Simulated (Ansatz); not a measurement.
The cell is COD entry 1011050, as deposited and not checked against the literature; nothing was relaxed. It is an old determination, and later ones may differ.

A run of Ansatz 0.2.0 printed the following.

```
Ag: projections on atomic orbitals take those of the free atom 1s2 2s2 2p6 3s2 3p6 3d10 4s2 4p6 4d10 5s1, of charge +0.00 (hamiltonian.pseudopotentials.projection_atoms)
I: projections on atomic orbitals take those of the free atom 1s2 2s2 2p6 3s2 3p6 3d10 4s2 4p6 4d10 5s2 5p5, of charge +0.00 (hamiltonian.pseudopotentials.projection_atoms)
LAPW: plane waves up to 8.413 Å⁻¹, error target 5.0e-4 eV per atom; small_component_spin mean_spin; Ag in spheres of 1.417 Å, 29 of its electrons in bands, Dirac shells []; I in spheres of 1.389 Å, 25 of its electrons in bands, Dirac shells []
Engine: ansatz 0.2.0
Pseudopotentials: kind: all_electron
Pseudopotential: Ag, LAPW, valence charge 29, Koelling and Harmon's equation, gaussian nucleus
Pseudopotential: I, LAPW, valence charge 25, Koelling and Harmon's equation, gaussian nucleus
Functional definition: SPW92
  exchange = slater_x
  correlation = pw_c
Crystal: 4 atoms, lattice volume = 136.427 Å³
Basis set: ecut = 269.69389786820983 eV, 1365 PW (Γ), exchange–correlation at level 2
Bands: 65, of which v1, the nominal top of the filled ones, is band 54 counted from 1 (53 counted from 0)
Symmetry: 12 space group operations
Space group: P63mc (ITA 186), of the structure as read, at distance tolerance 5.1e-5 Å
k-points: 30 of 256 (time reversal used)
Non-local potential: Ag, projectors of the file, none
Non-local potential: I, projectors of the file, none
Initial density: superposition of atomic densities (chi_scale 0.1, normalization cell, long waves kept (reshape's long-wave potential 0.00 eV rms))
Initial wavefunctions: plane waves of lowest kinetic energy (no species holds an atomic orbital)
Functional: x = slater, c = lda
iter 1 solved again at ethr=1.82e-4 eV; its pass at ethr=1.00e-1 eV (dr2=1.97e-1 eV) is discarded
SCF iter   1: F=—  HF=-676018.839578 eV  |F-HF|=—  |Δ(HF+E_count)|=         —  Δρ=1.08e-2  dr2=1.99e-1  ethr=1.82e-4  ⟨swp⟩=3.0  Hψ=12356  notcnv=0
preconditioner: auto → Resta (q_TF=auto, 2.624 Å⁻¹)  ε∞=4.4  [insulator: Δε(μ)=0.922 eV  Ē_g=10.280 eV  σ=0.010 eV  W_gap=1.00  n_scr=36 (ndim 8)  ℏωp=19.1 eV  f_vac=0.301  D(μ)=0.00/eV (n_scr^D=0)  ε∞_Penn≈4.4]
SCF iter   2: F=—  HF=-676018.681223 eV  |F-HF|=—  |Δ(HF+E_count)|=   1.58e-1  Δρ=4.83e-3  dr2=3.49e-2  ethr=1.82e-4  ⟨swp⟩=3.0  Hψ=6089  notcnv=0
SCF iter   3: F=—  HF=-676018.638534 eV  |F-HF|=—  |Δ(HF+E_count)|=   4.27e-2  Δρ=4.06e-3  dr2=2.69e-2  ethr=3.23e-5  ⟨swp⟩=2.0  Hψ=5910  notcnv=0
iter 4 solved again at ethr=2.31e-6 eV; its pass at ethr=2.49e-5 eV (dr2=2.50e-3 eV) is discarded
SCF iter   4: F=—  HF=-676018.631211 eV  |F-HF|=—  |Δ(HF+E_count)|=         —  Δρ=1.12e-3  dr2=2.49e-3  ethr=2.31e-6  ⟨swp⟩=2.0  Hψ=9869  notcnv=0
the basis was enlarged: its passes take 85.9 KiB over the memory plan, 1 of 1 planned eigensolver slots
SCF iter   5: F=—  HF=-676018.630959 eV  |F-HF|=—  |Δ(HF+E_count)|=   2.52e-4  Δρ=2.06e-4  dr2=1.49e-4  ethr=2.31e-6  ⟨swp⟩=2.0  Hψ=5581  notcnv=0
SCF iter   6: F=—  HF=-676018.630931 eV  |F-HF|=—  |Δ(HF+E_count)|=   2.76e-5  Δρ=9.90e-5  dr2=2.10e-5  ethr=1.38e-7  ⟨swp⟩=2.0  Hψ=5581  notcnv=0
SCF iter   7: F=—  HF=-676018.630944 eV  |F-HF|=—  |Δ(HF+E_count)|=   1.21e-5  Δρ=3.93e-5  dr2=4.27e-6  ethr=1.94e-8  ⟨swp⟩=2.1  Hψ=5592  notcnv=0
SCF iter   8: F=—  HF=-676018.630948 eV  |F-HF|=—  |Δ(HF+E_count)|=   4.00e-6  Δρ=8.02e-6  dr2=2.19e-7  ethr=3.96e-9  ⟨swp⟩=3.0  Hψ=5718  notcnv=0
SCF iter   9: F=-676018.630948 eV  HF=-676018.630948 eV  |F-HF|=6.52e-9  |Δ(HF+E_count)|=   1.40e-7  Δρ=2.86e-6  dr2=2.21e-8  ethr=2.03e-10  ⟨swp⟩=3.0  Hψ=5700  notcnv=0
SCF 1 converged in 9 iterations: F = -676018.630948 eV  dr2 = 2.21e-8
NSCF: frozen V_eff on 113 k-points
SCF converged after 9 iterations
Free energy (F): -676018.630948 eV
Harris-Foulkes:  -676018.630948 eV  (|F-HF|=6.52e-9)
Internal energy: -676018.630948 eV  (E = F + TS)
E sigma→0 (E₀):  -676018.630948 eV
Fermi energy:    8.401801 eV
--- Per-component energies (eV) ---
  E_band       = -10440.353599
  E_kinetic    = 711579.479192
  E_xc         = -17427.732402
  E_electrostatic = -1370170.377738  (all electrons and nuclei)
  E_smearing   = -0.000000  (= −TS)
  E_closure    = 0.000000  (closes the sum)
  E_atoms      = -676006.475339  (free atoms, spherical and without spin; not in F)
  Σ components = -676018.630948   (vs F -676018.630948, Δ=0.00e0)
  Basis errors (estimates in eV, not in F): energy 2.2e-4 per atom: plane waves 2.0e-4 (1.1e-4 summed), levels above the bands 0.0e0, relativity 3.1e-9, radial functions 2.0e-5, core shells 7.5e-9; eigenvalues (radial functions only) 4.6e-7; not estimated: angular momenta, meshes, grids; target (lapw.basis_error) 5.0e-4; muffin-tin radii Ag 1.417 Å, I 1.389 Å
--- Forces (eV/Å), atoms counted from 1 ---
  atom   1  Ag     0.00000000     0.00000000     0.00849213
  atom   2  Ag     0.00000000    -0.00000000     0.00849213
  atom   3  I     -0.00000000     0.00000000    -0.00849282
  atom   4  I      0.00000000    -0.00000000    -0.00849282
  max |Σ_I F_I| component: 1.38e-6 eV/Å
--- Stress (GPa, compression-positive) ---
       -2.181920       0.000000       0.000000
        0.000000      -2.181920       0.000000
        0.000000       0.000000      -2.348114
  P = ⅓ Tr σ = -2.2373 GPa (-22.373 kbar)
--- Band table (eV; the first three rows and the last of 30) ---
  k-point 0: bands = ["-346.1858", "-346.1858", "-346.1858", "-346.1858", "-346.1836", "-346.1836", "-346.1829", "-346.1829", "-346.1829", "-346.1829", "-166.6483", "-166.6483", "-113.8406", "-113.8406", "-113.8398", "-113.8398", "-113.8398", "-113.8398", "-82.5640", "-82.5640", "-46.1510", "-46.1510", "-46.1510", "-46.1510", "-46.1503", "-46.1502", "-36.9188", "-36.9185", "-36.9181", "-36.9181", "-36.9181", "-36.9181", "-36.9142", "-36.9142", "-36.9141", "-36.9141", "-5.0824", "-4.7872", "3.5984", "3.5984", "3.6009", "3.6217", "3.7368", "3.7368", "4.6829", "4.6829", "4.7799", "4.7799", "4.8768", "7.1340", "7.1340", "7.7774", "7.8591", "7.8591", "8.9375", "10.2850", "13.5033", "13.5033", "13.6294", "14.4334", "14.4334", "14.9396", "16.3660", "16.5224", "16.5224"]
  k-point 1: bands = ["-346.1858", "-346.1858", "-346.1858", "-346.1858", "-346.1836", "-346.1836", "-346.1829", "-346.1829", "-346.1829", "-346.1829", "-166.6483", "-166.6483", "-113.8406", "-113.8406", "-113.8398", "-113.8398", "-113.8398", "-113.8398", "-82.5640", "-82.5640", "-46.1510", "-46.1510", "-46.1510", "-46.1510", "-46.1503", "-46.1502", "-36.9188", "-36.9186", "-36.9181", "-36.9181", "-36.9181", "-36.9181", "-36.9142", "-36.9142", "-36.9141", "-36.9141", "-5.0409", "-4.8322", "3.5420", "3.5592", "3.6138", "3.6138", "3.7110", "3.7110", "4.7010", "4.7010", "4.7703", "4.7703", "5.2567", "7.0775", "7.2343", "7.2343", "7.7463", "7.7463", "9.6464", "10.3320", "13.2480", "13.5747", "13.5747", "14.2061", "14.2061", "14.2853", "16.4179", "16.9173", "16.9173"]
  k-point 2: bands = ["-346.1858", "-346.1858", "-346.1858", "-346.1858", "-346.1836", "-346.1836", "-346.1829", "-346.1829", "-346.1829", "-346.1829", "-166.6483", "-166.6483", "-113.8406", "-113.8406", "-113.8398", "-113.8398", "-113.8398", "-113.8398", "-82.5640", "-82.5640", "-46.1510", "-46.1510", "-46.1510", "-46.1510", "-46.1503", "-46.1503", "-36.9187", "-36.9187", "-36.9181", "-36.9181", "-36.9181", "-36.9181", "-36.9142", "-36.9142", "-36.9142", "-36.9142", "-4.9384", "-4.9384", "3.5017", "3.5017", "3.6573", "3.6573", "3.6573", "3.6573", "4.7398", "4.7398", "4.7398", "4.7398", "6.0949", "6.0949", "7.4841", "7.4841", "7.4841", "7.4841", "10.2930", "10.2930", "13.3020", "13.3020", "13.8222", "13.8222", "13.8222", "13.8222", "16.8688", "16.8688", "17.9606"]
  k-point 29: bands = ["-346.1858", "-346.1858", "-346.1858", "-346.1858", "-346.1836", "-346.1836", "-346.1829", "-346.1829", "-346.1829", "-346.1829", "-166.6483", "-166.6483", "-113.8406", "-113.8406", "-113.8398", "-113.8398", "-113.8398", "-113.8398", "-82.5640", "-82.5640", "-46.1511", "-46.1511", "-46.1511", "-46.1511", "-46.1502", "-46.1502", "-36.9186", "-36.9186", "-36.9183", "-36.9183", "-36.9181", "-36.9181", "-36.9141", "-36.9141", "-36.9141", "-36.9141", "-4.7142", "-4.7142", "3.5218", "3.5218", "3.7767", "3.7767", "4.0031", "4.0031", "4.6895", "4.6895", "4.9082", "4.9082", "5.0367", "5.0367", "5.9482", "5.9482", "6.6865", "6.6865", "11.5504", "11.5504", "13.2342", "13.2342", "13.7218", "13.7218", "15.6099", "15.6099", "16.6772", "16.6772", "18.5896"]
--- Löwdin populations: 4 sites ---
  site symbol       q [e]
     0     Ag     46.5538
     1     Ag     46.5538
     2      I     53.3078
     3      I     53.3078
  spilling = 0.001384 (of n_electrons = 200.000000)
```

The cell and starting positions:

```
CELL_PARAMETERS angstrom
4.58000 0.00000 0.00000
-2.29000 3.96640 0.00000
0.00000 0.00000 7.51000
ATOMIC_POSITIONS crystal
Ag 0.33333 0.66667 0.00000
Ag 0.66667 0.33333 0.50000
I 0.33333 0.66667 0.37500
I 0.66667 0.33333 0.87500
```

Parts of the input that the log doesn't repeat:

```yaml
  band_path:
    path:
      - [0.0, 0.0, 0.0]
      - [0.5, 0.0, 0.0]
      - [0.3333333333, 0.3333333333, 0.0]
      - [0.0, 0.0, 0.0]
      - [0.0, 0.0, 0.5]
      - [0.5, 0.0, 0.5]
      - [0.3333333333, 0.3333333333, 0.5]
      - [0.0, 0.0, 0.5]
      - [0.5, 0.0, 0.5]
    npoints: 14
output:
  forces: true
  stress: true
  eigenvalues: true
  populations: true
  dos: { projected: true, de: 0.2, e_range: [-14, 8] }
```

Question: Write the input that produced this log.

Answer: 
```yaml
crystal:
  lattice:
    - [4.5800015808, 0.0, 0.0]
    - [-2.2900007904, 3.9663977183, 0.0]
    - [0.0, 0.0, 7.51]
  atoms:
    - { symbol: Ag, position: [0.3333333333, 0.6666666667, 0.0] }
    - { symbol: Ag, position: [0.6666666667, 0.3333333333, 0.5] }
    - { symbol: I, position: [0.3333333333, 0.6666666667, 0.375] }
    - { symbol: I, position: [0.6666666667, 0.3333333333, 0.875] }
kpoints:
  mp_grid: { grid: [8, 8, 4] }
  band_path:
    path:
      - [0.0, 0.0, 0.0]
      - [0.5, 0.0, 0.0]
      - [0.3333333333, 0.3333333333, 0.0]
      - [0.0, 0.0, 0.0]
      - [0.0, 0.0, 0.5]
      - [0.5, 0.0, 0.5]
      - [0.3333333333, 0.3333333333, 0.5]
      - [0.0, 0.0, 0.5]
      - [0.5, 0.0, 0.5]
    npoints: 14
scf:
  occupations: { method: fermi_dirac, width: 0.01 }
hamiltonian:
  xc: lda
  pseudopotentials: { kind: all_electron, lapw: { basis_error: 0.0005 } }
output:
  forces: true
  stress: true
  eigenvalues: true
  populations: true
  dos: { projected: true, de: 0.2, e_range: [-14, 8] }
```
This is the input that was run; digits and keys that the log doesn't show could differ in an equivalent one.
